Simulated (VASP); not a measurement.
Crystal: AlN.

```
Al N
1.0
     3.11300    0.00000    0.00000
    -1.55650    2.69594    0.00000
     0.00000    0.00000    4.98100
Al N
2 2
Direct
  0.33333 0.66667 0.00000
  0.66667 0.33333 0.50000
  0.33333 0.66667 0.38000
  0.66667 0.33333 0.88000
```

| Property | Result |
| --- | --- |
| Program | VASP 6.6.1 |
| Task | relaxation of cell and atoms |
| Functional | PBE |
| Potentials or basis | VASP PAW PBE potentials, release 64 (Al, N) |
| Cutoff | 600 eV |
| k mesh | 12 × 12 × 6 |
| Occupations | gaussian, width 0.03 eV |
| Spin | no spin polarisation |

At the start: pressure 3.3 GPa; volume 10.45 Å³/atom.

Problem. Where does the relaxation end?

Solution. Over 3 steps the energy falls by 2.1 meV/atom and the volume is 10.62 Å³/atom (+1.7 %); space group P6_3mc (No. 186, to 0.05 Å).

Step by step:
```csv
step,energy change (eV),largest force (eV/Å),pressure (GPa),volume (Å³)
1,0.0000,0.1289,3.35,41.80
2,-0.0017,0.0910,-2.80,43.14
3,-0.0083,0.0042,0.02,42.50
```

Final structure:
```cif
data_structure
_symmetry_space_group_name_H-M 'P 1'
_symmetry_Int_Tables_number 1
_cell_length_a 3.1273
_cell_length_b 3.1273
_cell_length_c 5.0175
_cell_angle_alpha 90.000
_cell_angle_beta 90.000
_cell_angle_gamma 120.000
_cell_volume 42.50
loop_
_atom_site_label
_atom_site_type_symbol
_atom_site_fract_x
_atom_site_fract_y
_atom_site_fract_z
_atom_site_occupancy
Al1 Al 0.33333 0.66667 0.99934 1
Al2 Al 0.66667 0.33333 0.49934 1
N1 N 0.33333 0.66667 0.38066 1
N2 N 0.66667 0.33333 0.88066 1
```
